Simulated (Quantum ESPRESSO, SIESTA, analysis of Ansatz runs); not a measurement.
# SiC (F-43m):Mg_Si, a ladder of methods on one cell (SIESTA and Quantum ESPRESSO), part 2 of 3

We place the charge-transition levels of Mg_Si in SiC (F-43m) with atom-centred orbitals, then repeat the energies at other levels of method to see what holds. Model: a cell of 54 host atoms with 1 Si taken out and 1 Mg put in.

SIESTA and Quantum ESPRESSO ; SIESTA numerical-orbital DFT, PBEsol, DZP basis, PseudoDojo 0.4.1 potentials converted to PSML; charged supercells in a uniform background, point-charge correction with alignment at far sites.

So far. Step 2 (Band edges): The gap at this level is 1.23 eV.

### Step 3. Relaxing each charge state

Level of this step: SIESTA numerical-orbital DFT, PBEsol, DZP basis, PseudoDojo 0.4.1 potentials converted to PSML; relaxation of all atoms of a defect supercell (SIESTA).

Each state starts from the atoms near the defect displaced at random, so that no symmetry of the ideal site is imposed. An odd electron count needs spin polarisation, and the total moment is held fixed to keep the state apart from its neighbours in spin. Charge 0 is shown in full.

The input, defect.fdf:

```
SystemName                      MgSi26C27
SystemLabel                     defect
NumberOfSpecies                 3
NumberOfAtoms                   54
%block ChemicalSpeciesLabel
  1   14 Si
  2    6 C
  3   12 Mg
%endblock ChemicalSpeciesLabel
LatticeConstant                 1.0 Ang
%block LatticeVectors
     0.000003000     6.564408000     6.564408000
     6.564408000     0.000003000     6.564408000
     6.564408000     6.564408000     0.000003000
%endblock LatticeVectors
AtomicCoordinatesFormat         Fractional
%block AtomicCoordinatesAndAtomicSpecies
     0.002044249     0.004735821    -0.001332003  1
     0.083332324     0.083332324     0.083332324  2
     0.001692617     0.004061953     0.333783743  1
     0.076771780     0.086164430     0.418574630  2
     0.000623832     0.003922862     0.660400371  1
     0.086292884     0.079438369     0.746363692  2
    -0.003755473     0.339510304    -0.002399447  1
     0.077224749     0.421036078     0.083972546  2
     0.000001066     0.333334400     0.333334400  1
     0.083332324     0.416665657     0.416665657  2
     0.000001066     0.333334400     0.666667733  1
     0.082253721     0.417491375     0.744827369  2
    -0.002890786     0.665837058    -0.002722138  1
     0.082933713     0.755909277     0.082543272  2
     0.000001066     0.666667733     0.333334400  1
     0.085571776     0.743730192     0.417009198  2
     0.001449864     0.670253024     0.660252494  1
     0.078067795     0.750554821     0.755427919  2
     0.333334400     0.000001066     0.000001066  1
     0.416665657     0.083332324     0.083332324  2
     0.330678728    -0.004729804     0.336220846  1
     0.411411969     0.084197330     0.415694844  2
     0.334046070     0.005921268     0.662867001  1
     0.416665657     0.083332324     0.749998991  2
     0.330478914     0.329535667     0.000750128  1
     0.417149166     0.422594699     0.081143018  2
     0.333334400     0.333334400     0.333334400  1
     0.411607550     0.422309762     0.415923142  2
     0.329308669     0.330583750     0.672431207  1
     0.418752805     0.421799667     0.745604390  2
     0.331853974     0.672008968     0.001220486  1
     0.416665657     0.749998991     0.083332324  2
     0.329767887     0.664900685     0.339739515  1
     0.415385083     0.756477880     0.414733230  2
     0.328471975     0.669702018     0.664154337  3
     0.412360472     0.748646162     0.749538256  2
     0.666667733     0.000001066     0.000001066  1
     0.749998991     0.083332324     0.083332324  2
     0.668224210     0.005468395     0.329103139  1
     0.749998991     0.083332324     0.416665657  2
     0.666667733     0.000001066     0.666667733  1
     0.749998991     0.083332324     0.749998991  2
     0.669283026     0.327286158    -0.000368438  1
     0.749998991     0.416665657     0.083332324  2
     0.667286489     0.336272136     0.336175604  1
     0.743959978     0.419901718     0.416176875  2
     0.661161857     0.338477357     0.667619147  1
     0.746867985     0.422411616     0.751118235  2
     0.666667733     0.666667733     0.000001066  1
     0.749998991     0.749998991     0.083332324  2
     0.668322824     0.660481476     0.337435925  1
     0.745136802     0.750249117     0.422412415  2
     0.662156934     0.665212757     0.672630277  1
     0.749998991     0.749998991     0.749998991  2
%endblock AtomicCoordinatesAndAtomicSpecies
%block kgrid.MonkhorstPack
    2   0   0  0.50
    0   2   0  0.50
    0   0   2  0.50
%endblock kgrid.MonkhorstPack
XC.Functional                   GGA
XC.Authors                      PBEsol
PAO.BasisSize                   DZP
PAO.EnergyShift                 0.005 Ry
Mesh.Cutoff                     300 Ry
Spin                            polarized
%block DM.InitSpin
    18   0.400
    30   0.400
    34   0.400
    35   0.400
    36   0.400
%endblock DM.InitSpin
Spin.Fix                        true
Spin.Total                      2.0
OccupationFunction              FD
ElectronicTemperature           0.01 eV
MaxSCFIterations                150
SCF.MustConverge                true
SCF.Mixer.Method                Pulay
SCF.Mixer.Weight                0.1
SCF.Mixer.History               10
SCF.DM.Tolerance                3.0e-4
SCF.H.Tolerance                 3.0e-3 eV
WriteForces                     true
Charge.Mulliken                 end
SaveRho                         true
SaveElectrostaticPotential      true
Charge.Hirshfeld                end
Charge.Voronoi                  end
MD.TypeOfRun                    Broyden
MD.Steps                        90
MD.MaxForceTol                  0.04 eV/Ang
MD.MaxDispl                     0.15 Ang
WriteCoorStep                   true
AtomCoorFormatOut               Fractional
```

Started as:

```bash
$ OMP_NUM_THREADS=1 siesta defect.fdf > defect.out
```

What it wrote:

```text
Version         : 5.4.2

                           ***********************
                           *  WELCOME TO SIESTA  *
                           ***********************

[...]
reinit: Reading from file defect.fdf

reinit: -----------------------------------------------------------------------
reinit: System Name: MgSi26C27
reinit: -----------------------------------------------------------------------
reinit: System Label: defect
reinit: -----------------------------------------------------------------------

[...]
initatom: Reading input for the pseudopotentials and atomic orbitals ----------
Species number:   1 Atomic number:   14 Label: Si
Species number:   2 Atomic number:    6 Label: C
Species number:   3 Atomic number:   12 Label: Mg

[... pseudopotential checks and orbital generation ...]

prinput: Basis input

PAO.BasisType split

%block ChemicalSpeciesLabel
    1   14 Si                      # Species index, atomic number, species label
    2    6 C                       # Species index, atomic number, species label
    3   12 Mg                      # Species index, atomic number, species label
%endblock ChemicalSpeciesLabel

%block PAO.Basis                 # Define Basis set
# WARNING: This information might be incomplete!
Si                    2                    # Species label, number of l-shells
 n=3   0   2                         # n, l, Nzeta
   5.819      3.988
   1.000      1.000
 n=3   1   2 P   1                   # n, l, Nzeta, Polarization, NzetaPol
   7.489      5.207
   1.000      1.000
C                     2                    # Species label, number of l-shells
 n=2   0   2                         # n, l, Nzeta
   4.859      3.157
   1.000      1.000
 n=2   1   2 P   1                   # n, l, Nzeta, Polarization, NzetaPol
   5.984      3.889
   1.000      1.000
Mg                    4                    # Species label, number of l-shells
 n=2   0   1                         # n, l, Nzeta
   2.491
   1.000
 n=3   0   2                         # n, l, Nzeta
   7.764      5.512
   1.000      1.000
 n=2   1   1                         # n, l, Nzeta
   2.793
   1.000
 n=3   1   1                         # n, l, Nzeta
   7.764
   1.000
%endblock PAO.Basis

prinput: ----------------------------------------------------------------------

coor:   Atomic-coordinates input format  =     Fractional

[...]
siesta: System type = bulk

initatomlists: Number of atoms, orbitals, and projectors:     54   698   692

[... echo of the settings ...]

siesta: k-grid: Number of k-points = 4
siesta: k-points from Monkhorst-Pack grid
siesta: k-cutoff (effective) =     9.283 Ang
siesta: k-point supercell and displacements
siesta: k-grid:     2     0     0      0.500
siesta: k-grid:     0     2     0      0.500
siesta: k-grid:     0     0     2      0.500

diag: Algorithm                                     = D&C
diag: Absolute tolerance                            =  0.100E-15
diag: Orthogonalization factor                      =  0.100E-05

superc: Internal auxiliary supercell:     3 x     3 x     3  =      27
superc: Number of atoms, orbitals, and projectors:   1458  18846  18684

                     ====================================
                        Begin Broyden opt. move =      0
                     ====================================

[...]
superc: Internal auxiliary supercell:     3 x     3 x     3  =      27
superc: Number of atoms, orbitals, and projectors:   1458  18846  18684

outcell: Unit cell vectors (Ang):
        0.000003    6.564408    6.564408
        6.564408    0.000003    6.564408
        6.564408    6.564408    0.000003

outcell: Cell vector modules (Ang)   :    9.283475    9.283475    9.283475
outcell: Cell angles (23,13,12) (deg):     60.0000     60.0000     60.0000
outcell: Cell volume (Ang**3)        :    565.7394
[...]
Initializing Density Matrix...

[...]
DM filled with atomic data (user-defined):

InitMesh: MESH = 80 x 80 x 80 = 512000
InitMesh: Mesh cutoff (required, used) =   300.000   307.859 Ry

[...]
iscf     Eharris(eV)        E_KS(eV)     FreeEng(eV)     dDmax     Ef_up Ef_dn(eV) dHmax(eV)
   scf:    1    -8693.051254    -8967.995436    -8967.995461  0.909111 -8.224836 -8.497291  7.990854
[...]
scf:    2    -9007.551798    -8988.661977    -8988.662014  0.032817 -7.750076 -7.972640  5.300726
[...]
scf:    3    -9030.819019    -9015.314347    -9015.314393  0.085874 -6.608437 -6.800479  3.140444
[...]
scf:    4    -9016.991096    -9016.500204    -9016.500210  0.023137 -6.438292 -6.682488  1.145675
[...]
scf:    5    -9016.525312    -9016.514835    -9016.514841  0.003841 -6.414692 -6.657183  0.836907
[...]
scf:    6    -9016.567651    -9016.545852    -9016.545859  0.007362 -6.399863 -6.625682  0.156429
[...]
scf:    7    -9016.555050    -9016.551223    -9016.551230  0.001849 -6.404380 -6.622951  0.043183
[...]
scf:    8    -9016.554037    -9016.552696    -9016.552703  0.001283 -6.402745 -6.617327  0.027122
[...]
scf:    9    -9016.553504    -9016.553131    -9016.553138  0.000635 -6.405348 -6.615992  0.014015
[...]
scf:   10    -9016.553428    -9016.553286    -9016.553293  0.000467 -6.405162 -6.612198  0.008174
[...]
DM extrapolation coefficients:
1   1.00000
New DM after history re-use:

[...]
iscf     Eharris(eV)        E_KS(eV)     FreeEng(eV)     dDmax     Ef_up Ef_dn(eV) dHmax(eV)
   scf:    1    -9019.512861    -9019.507556    -9019.507558  0.007031 -6.273379 -6.456934  0.068997
[...]
scf:    2    -9019.488327    -9019.501826    -9019.501828  0.002905 -6.279374 -6.442980  0.297007
[...]
scf:    3    -9019.509242    -9019.507986    -9019.507987  0.002315 -6.275525 -6.453969  0.004204
[...]
scf:    4    -9019.507993    -9019.507990    -9019.507991  0.000025 -6.275548 -6.453881  0.001324
     spin moment: {S} , |S| = {        0.0        0.0    2.00000 }     2.00000

SCF Convergence by DM+H criterion
[...]
SCF cycle converged after 4 iterations

[...]
siesta: E_KS(eV) =            -9019.5080

siesta: Atomic forces (eV/Ang):
     1    0.004645    0.002915   -0.015934
     2    0.008688   -0.002169   -0.012555
     3    0.010001   -0.002210   -0.007465
     4    0.003189    0.005090   -0.008782
     5    0.000903    0.015207   -0.003046
     6    0.009931    0.006007   -0.009980
     7    0.007711    0.001997   -0.000570
     8   -0.004782    0.003515    0.006058
     9   -0.005595    0.004019    0.001752
    10    0.002648    0.006919   -0.001376
[...]
50   -0.010419   -0.004837    0.004930
    51   -0.006180   -0.008259    0.004644
    52   -0.006583   -0.010001    0.001666
    53   -0.009208   -0.003702    0.007985
    54   -0.009131   -0.005914    0.012993
   Tot   -0.004233   -0.005950   -0.000286
   Max    0.029254
   Res    0.007321    sqrt( Sum f_i^2 / 3N )
   Max    0.029254    constrained

Stress tensor Voigt[x,y,z,yz,xz,xy] (kbar):      -29.50      -29.45      -29.48       -0.05        0.18        0.10
[...]
outcoor: Relaxed atomic coordinates (fractional):
   -0.00067291    0.00107715   -0.00066196   1       1  Si
    0.08260865    0.08439737    0.08289066   2       2  C
   -0.00069360    0.00091717    0.33304119   1       3  Si
    0.08213592    0.08497907    0.41615291   2       4  C
   -0.00221216    0.00300988    0.66586662   1       5  Si
    0.08227342    0.08482976    0.74935595   2       6  C
   -0.00090042    0.33449006   -0.00035848   1       7  Si
    0.08187445    0.41780802    0.08358608   2       8  C
   -0.00131809    0.33463799    0.33324397   1       9  Si
    0.08215799    0.41788421    0.41639002   2      10  C
   -0.00123585    0.33452772    0.66625512   1      11  Si
    0.08199749    0.41761567    0.74969118   2      12  C
   -0.00226226    0.66753574    0.00160954   1      13  Si
    0.08212790    0.75113127    0.08341485   2      14  C
   -0.00116571    0.66774664    0.33317926   1      15  Si
    0.08209602    0.75099312    0.41643195   2      16  C
   -0.00254031    0.66740387    0.66627557   1      17  Si
    0.05413455    0.76047121    0.75903471   2      18  C
    0.33257283    0.00089145   -0.00036649   1      19  Si
    0.41575605    0.08446844    0.08290628   2      20  C
[...]
0.33092464    0.66853620    0.66673228   3      35  Mg
[...]
0.66543835    0.33430083    0.33365074   1      45  Si
    0.74901098    0.41756780    0.41683932   2      46  C
    0.66655287    0.33376982    0.66653947   1      47  Si
    0.74901811    0.41759659    0.75003549   2      48  C
    0.66549596    0.66745039    0.00028115   1      49  Si
    0.74849127    0.75109977    0.08366858   2      50  C
    0.66678746    0.66727592    0.33299164   1      51  Si
    0.74910340    0.75090548    0.41683125   2      52  C
    0.66654431    0.66741665    0.66668135   1      53  Si
    0.74846935    0.75084960    0.75034869   2      54  C

[...]
siesta: Final energy (eV):
siesta:  Band Struct. =   -3151.517709
siesta:       Kinetic =    5121.995419
siesta:       Hartree =    1493.868203
[...]
siesta:         Exch. =   -2608.287437
siesta:         Corr. =    -312.426268
[...]
siesta:   Exch.-corr. =   -2920.713705
siesta:  Ion-electron =   -8044.267577
siesta:       Ion-ion =   -4670.390331
[...]
siesta:         Total =   -9019.507990
siesta:      Fermi_up =      -6.275548
siesta:      Fermi_dn =      -6.453881

siesta: Stress tensor (static) (eV/Ang**3):
siesta:    -0.018413    0.000065    0.000109
siesta:     0.000065   -0.018383   -0.000033
siesta:     0.000109   -0.000033   -0.018398

siesta: Cell volume =        565.739362 Ang**3

siesta: Pressure (static):
siesta:                Solid            Molecule  Units
siesta:           0.00020038          0.00020037  Ry/Bohr**3
siesta:           0.01839815          0.01839745  eV/Ang**3
siesta:          29.47708532         29.47596075  kBar

[...]
mulliken: Qtot =      112.000

[...]
mulliken: Qtot =      110.000

Mulliken Atomic Populations:
Atom #   charge [q] valence [e]      Sz [e]  Species
     1    -0.099223    4.099223    0.000197  Si
     2     0.115107    3.884893    0.004351  C
     3    -0.099091    4.099091    0.000336  Si
     4     0.135973    3.864027    0.004111  C
     5    -0.223640    4.223640    0.014710  Si
     6     0.136060    3.863940    0.005299  C
     7    -0.099197    4.099197    0.000343  Si
     8     0.135865    3.864135    0.004159  C
     9    -0.097131    4.097131   -0.002009  Si
    10     0.113194    3.886806    0.001901  C
    11    -0.101205    4.101205   -0.002018  Si
    12     0.136420    3.863580    0.005472  C
    13    -0.223367    4.223367    0.014765  Si
    14     0.135970    3.864030    0.005244  C
    15    -0.101191    4.101191   -0.002023  Si
    16     0.136629    3.863371    0.005464  C
    17    -0.224949    4.224949    0.014617  Si
    18    -0.221088    4.221088    0.322548  C
    19    -0.072922    4.072922   -0.004459  Si
    20     0.129097    3.870903    0.080913  C
[...]
35     1.864393    8.135607    0.033876  Mg
[...]
45    -0.099623    4.099623    0.000337  Si
    46     0.135410    3.864590    0.004176  C
    47    -0.221213    4.221213    0.014846  Si
    48     0.135474    3.864526    0.005241  C
    49    -0.072842    4.072842   -0.004483  Si
    50     0.129081    3.870919    0.081112  C
    51    -0.222112    4.222112    0.014638  Si
    52     0.135542    3.864458    0.005258  C
    53    -0.219897    4.219897    0.015615  Si
    54     0.128658    3.871342    0.075347  C
 Total    -0.000000                2.000000

[...]
Job completed
```

Run time: 48 min. Hardware: 1 MPI rank of Arm Neoverse V1, shared host; peak memory 1.2 GiB.

The steps and moves of this run count from the displaced start.

Relaxation path:

```
step  energy less that of the first step (eV)  largest force (eV/Å)
   0                                   0.0000                5.6333
   1                                  -2.3100                2.2226
   2                                  -2.7824                1.0096
   3                                  -2.9266                0.3486
   4                                  -2.9462                0.1056
   5                                  -2.9502                0.0848
   6                                  -2.9533                0.0571
   7                                  -2.9546                0.0370
```

The atoms that moved most (Å):

```
atom      dx      dy      dz  length
 C36   0.136   0.139   0.153   0.248
 C30  -0.113   0.120  -0.166   0.234
 C34  -0.140  -0.106   0.082   0.194
 C18   0.089  -0.133  -0.092   0.185
Si21   0.023  -0.019   0.057   0.064
Si43   0.049  -0.023   0.022   0.058
 C16   0.044  -0.026   0.025   0.057
Si33  -0.033  -0.035   0.030   0.057
```

Neighbours of Mg35 at the end:

```
atom  distance (Å)
 C18         2.098
 C34         2.100
 C36         2.100
 C30         2.100
 Si5         3.099
Si13         3.101
Si23         3.102
Si17         3.103
Si21         3.104
Si31         3.106
Si33         3.106
Si25         3.107
Si51         3.108
Si29         3.110
Si53         3.110
Si47         3.112
```

Energies on the run's own zero. States near gap, by row:

```
spin  k  band  energy (eV)  filled by count
  up  0   108       -7.112                1
  up  0   109        -7.11                1
  up  0   110       -6.985                1
  up  0   111       -6.562                1
  up  0   112       -6.559                1
  up  0   113       -4.388                0
  up  0   114       -4.354                0
  up  0   115       -4.353                0
  up  0   116       -3.651                0
  up  1   108       -7.517                1
  up  1   109         -7.3                1
  up  1   110       -7.198                1
  up  1   111       -6.763                1
  up  1   112       -6.655                1
  up  1   113       -4.973                0
  up  1   114       -3.802                0
  up  1   115       -3.737                0
  up  1   116       -3.232                0
down  0   106       -7.444                1
down  0   107       -7.443                1
down  0   108       -7.037                1
down  0   109       -7.036                1
down  0   110       -6.559                1
down  0   111        -6.12                0
down  0   112       -6.114                0
down  0   113       -4.359                0
down  0   114        -4.34                0
down  1   106       -7.561                1
down  1   107       -7.473                1
down  1   108       -7.414                1
down  1   109       -7.118                1
down  1   110       -7.078                1
down  1   111       -6.337                0
down  1   112       -6.225                0
down  1   113        -4.95                0
down  1   114       -3.767                0
```

The states that were run, at 2×2×2 shifted by half a step, on 1 MPI rank of Arm Neoverse V1, shared host:

```
charge  moment (μB)    outcome  structures computed  largest displacement of a host atom from its site (Å)  lowest empty less highest filled level (eV)    time
    −2            0  converged                    7                                                   0.18                                         1.07  24 min
     0            0  converged                    7                                                   0.23                                        -0.09  40 min
     0            2  converged                    8                                                   0.21                                         0.22  48 min
    −1            1  converged                    7                                                   0.20                                        -0.10  58 min
```

At charge 0 (moment 0 μB) and −1 filled and empty levels, counted over both spins and all k-points, touch or overlap: the last carrier shares a level or a band, or the held moment keeps an electron of one spin above an empty level of the other.

Against the host's sites the lattice moves most at charge 0 (0.23 Å); the smallest move among the states is 0.18 Å.

(Continued in part 3 of 3.)

[Logs are printed without paths, hosts, clocks, repeated set-up lines and the standing remarks that a program may print on its own settings, such as how far it seeks lower states.]

[Hosts, paths, dates, database ids (printed as entryN), source tags and the programs' standing remarks are cut or masked in the printed files.]

[For some hosts the program warned that the k-mesh of the response run may be too coarse for force constants and the static dielectric constant; such warnings are not shown here.]

[Charge tables in the logs are Mulliken or Hirshfeld populations, whose sizes and signs can differ; where basis functions stand at a vacancy, SIESTA counts their charge against the missing atom's valence.]

[In relaxation paths of CP2K, step 0 can be the structure after the first move, since the trajectory file begins there, and the last row can be the final structure solved once more.]
